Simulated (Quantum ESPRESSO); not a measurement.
**Ge under changes of volume**

One of the cells (22.639 Å³/atom); the others are scaled copies at fixed shape and fractional positions:

```
Ge
1.0
     0.00000    2.82891    2.82891
     2.82891    0.00000    2.82891
     2.82891    2.82891    0.00000
Ge
2
Direct
  0.75000 0.75000 0.75000
  0.50000 0.50000 0.50000
```

```yaml
Program: Quantum ESPRESSO 7.5
Functional: PBEsol
Potentials_or_basis: GBRV 1.5 PBEsol
Cutoff: 612 eV
Density_cutoff: 4898 eV
k_mesh: 8 × 8 × 8
Occupations: fermi-dirac, width 0.05 eV
Spin: no spin polarisation
```

| volume (Å³/atom) | energy over the lowest point (meV/atom) | pressure (GPa) |
| --- | --- | --- |
| 21.281 | 24.47 | 5.4 |
| 21.733 | ? | ? |
| 22.186 | 3.58 | 1.8 |
| 22.639 | 0.00 | 0.4 |
| 23.092 | 0.26 | -0.9 |
| 23.545 | 4.00 | -2.1 |
| 23.997 | 10.92 | -3.1 |

**Question.** What does the run at 21.733 Å³/atom give?

**Answer.** Energy over the lowest point 11.49 meV/atom; pressure 3.5 GPa.

Worked out: A Birch-Murnaghan fit of order 3 (a polynomial in V^(-2/3)) to the other rows has its minimum at 22.83 Å³/atom with B0 = V·E''(V) = 66 GPa and B' = 4.6. It gives 11.60 meV/atom at 21.733 Å³/atom, against the run's 11.49, and -dE/dV = 3.7 GPa, against 3.5.

Energies are extrapolated to zero smearing.
